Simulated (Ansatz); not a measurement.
**BAs: frozen-core PAW against all-electron methods**

```xyz
2
Lattice="0.0000 2.3068 2.3068 2.3068 0.0000 2.3068 2.3068 2.3068 0.0000" Properties=species:S:1:pos:R:3 pbc="T T T"
B     0.0000    0.0000    0.0000
As    2.3068    2.3068    2.3068
```

Atom numbers follow the list: B1, As2.

The structure comes from a relaxation in the same program, started in the rocksalt type, and has space group Fm-3m. Whether it is a known phase or the ground state wasn't checked.

All numbers are computed: DFT, PBE, PAW with Ansatz's default frozen-core files, scalar-relativistic (Ansatz 0.2.0); DFT, PBE, all-electron PAW with datasets made for the crystal, scalar-relativistic (Ansatz 0.2.0); DFT, PBE, all-electron LAPW, scalar-relativistic (Ansatz 0.2.0).

For PAW: a Γ-centred 14×14×14 k mesh, Fermi–Dirac smearing of 0.05 eV, cutoff 420 eV, no spin polarisation. The crystal-made all-electron datasets (AE datasets) take a cutoff of 220 eV at this cell. LAPW targets a basis error of 0.5 meV/atom. The Ansatz runs share mesh, smearing and spin set-up. Plane-wave (PAW) pressures include the program's estimate of the Pulay term.

Stress and pressure are positive in compression.

Levels count from the Fermi level.

```
                      quantity     PAW  AE datasets    LAPW
                pressure (GPa)    0.00         0.00    0.01
highest filled level at L (eV)  -9.686       -9.685  -9.685
  lowest empty level at L (eV)   1.068        1.067   1.067
highest filled level at K (eV)  -0.558       -0.558  -0.558
  lowest empty level at K (eV)   7.283        7.285   7.285
highest filled level at U (eV)  -0.558       -0.558  -0.558
  lowest empty level at U (eV)   7.283        7.285   7.285
```

PAW's pressure differs from the LAPW value by about 0.01 GPa or less.
